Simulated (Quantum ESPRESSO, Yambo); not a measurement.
An input for Yambo 5.3.0 (CdS (Hawleyite)):

```
HF_and_locXC
gw0
dyson
ppa
em1d
rim_cut
RandQpts= 1000000
RandGvec= 1 RL
EXXRLvcs= 94 Ry
VXCRLvcs= 376 Ry
Chimod= "HARTREE"
% BndsRnXp
 1 | 142 |
%
NGsBlkXp= 10.5 Ry
% LongDrXp
 1 | 1 | 1 |
%
% GbndRnge
 1 | 142 |
%
DysSolver= "n"
ExtendOut
PPAPntXp= 27.21138 eV
% QPkrange
 1 | 1 | 12 | 15 |
%
```

```sh
OMP_NUM_THREADS=1 mpirun -n 4 yambo -F gw1.in -J gw1 -C gw1 > gw1.log
```

The stored states that it reads are on a 4×4×4 mesh. Symmetry: F-43m, No. 216, cubic system. Conventional cell: a = 5.833 Å, b = 5.833 Å, c = 5.833 Å, α = 90.00°, β = 90.00°, γ = 90.00°. Nearest to Cd lie 4 S at 2.53 Å. S has 4 Cd at 2.53 Å nearest. Farther neighbours and most contacts between anions are not listed.

Question: How long will it take on 4 MPI ranks of Arm Neoverse V1, shared host, and how much memory?

It took 72 s; on shared hardware allow 36 s to 2.4 min. Peak host memory was 1.8 GiB.

The screening grows as filled bands × empty bands × pairs of k points, times the square of the screening basis for the matrix.

[Paths, hosts, dates, memory and timing lines, banners, echoed tables and standing remarks are left out of the program output.]

[Logs are printed without paths, hosts, clocks, repeated set-up lines and the standing remarks that a program may print on its own settings, such as how far it seeks lower states.]

[Runs of the session that timed out or met a known fault of the program may be left out.]

[Hosts, paths, dates, database ids (printed as entryN), source tags and the programs' standing remarks are cut or masked in the printed files.]
